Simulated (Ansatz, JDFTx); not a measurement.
Given: the input of a run of JDFTx 1.7.0 (patched build) on KMgF3. 

KMgF3.in

```
lattice Cubic 7.5322593601
coords-type Lattice
ion K      0.5000000000     0.5000000000     0.5000000000 1
ion Mg     0.0000000000     0.0000000000     0.0000000000 1
ion F      0.0000000000     0.0000000000     0.5000000000 1
ion F      0.0000000000     0.5000000000     0.0000000000 1
ion F      0.5000000000     0.0000000000     0.0000000000 1

ion-species pseudo/K.upf
ion-species pseudo/Mg.upf
ion-species pseudo/F.upf
elec-cutoff 42 336
elec-ex-corr lda-PW
kpoint-folding 7 7 7
elec-smearing Fermi 0.0018374661
elec-n-bands 27
electronic-SCF nIterations 100 energyDiffThreshold 1e-09
electronic-minimize nIterations 30 energyDiffThreshold 1e-7
forces-output-coords Cartesian
lattice-minimize nIterations 40 energyDiffThreshold 1e-6

dump-name run.$VAR
dump End Ecomponents EigStats BandEigs Kpoints Forces Stress
```

Potentials or basis: PseudoDojo-SR-LDA-0.4.1-standard with smoothed tails.

The run is started by

```bash
$ jdftx -c 2 -i KMgF3.in -o KMgF3.out
```

Q: What does the same run look like in Ansatz 0.2.0? Potentials or basis there: Ansatz PAW, cutoff 420 eV.

A: As run (cutoffs and basis follow the program's own potentials, and thresholds, step limits or extra output files can differ):

input.yaml

```yaml
crystal:
  lattice:
    - [3.9859, 0.0, 0.0]
    - [0.0, 3.9859, 0.0]
    - [0.0, 0.0, 3.9859]
  atoms:
    - { symbol: K, position: [0.5, 0.5, 0.5] }
    - { symbol: Mg, position: [0.0, 0.0, 0.0] }
    - { symbol: F, position: [0.0, 0.0, 0.5] }
    - { symbol: F, position: [0.0, 0.5, 0.0] }
    - { symbol: F, position: [0.5, 0.0, 0.0] }
hamiltonian:
  xc: lda
  pseudopotentials: { kind: paw }
kpoints:
  mp_grid: { grid: [7, 7, 7] }
scf:
  occupations: { method: fermi_dirac, width: 0.05 }
output:
  forces: true
  stress: true
  eigenvalues: true
  write_density: true
  write_potential: true
  elf: true
  volumetric_format: npy
relax:
  f_tol: 0.01
  max_steps: 40
  cell: { stress_tol: 0.05 }
```

Potentials or basis: Ansatz PAW.

Run with:

```console
$ ansatz run input.yaml --threads 2 --pin off --max-ram 5632MiB --backend cpu --events-out ev --progress --plain --runs-dir out
```

Both were run:

|  | JDFTx | Ansatz |
| --- | --- | --- |
| Relaxed volume | 11.93 Å³/atom | 11.94 Å³/atom |
| Relaxed cell | a = 3.907 Å, b = 3.907 Å, c = 3.907 Å, α = 90.00°, β = 90.00°, γ = 90.00° | a = 3.908 Å, b = 3.908 Å, c = 3.908 Å, α = 90.00°, β = 90.00°, γ = 90.00° |
| Space group after relaxing | Pm-3m (No. 221) | Pm-3m (No. 221) |
| Pressure after relaxing | 0.0 GPa | 0.0 GPa |

Ansatz's pressure holds a Pulay term of +0.80 GPa for its cutoff of 420 eV, which the other run lacks.

Ansatz's potentials were made for PBE.

Where Ansatz's input types no cutoff or centring, it takes its own default and a Γ-centred mesh.

The two programs' LDA may be different fits to the electron gas.

Pressure is positive in compression.
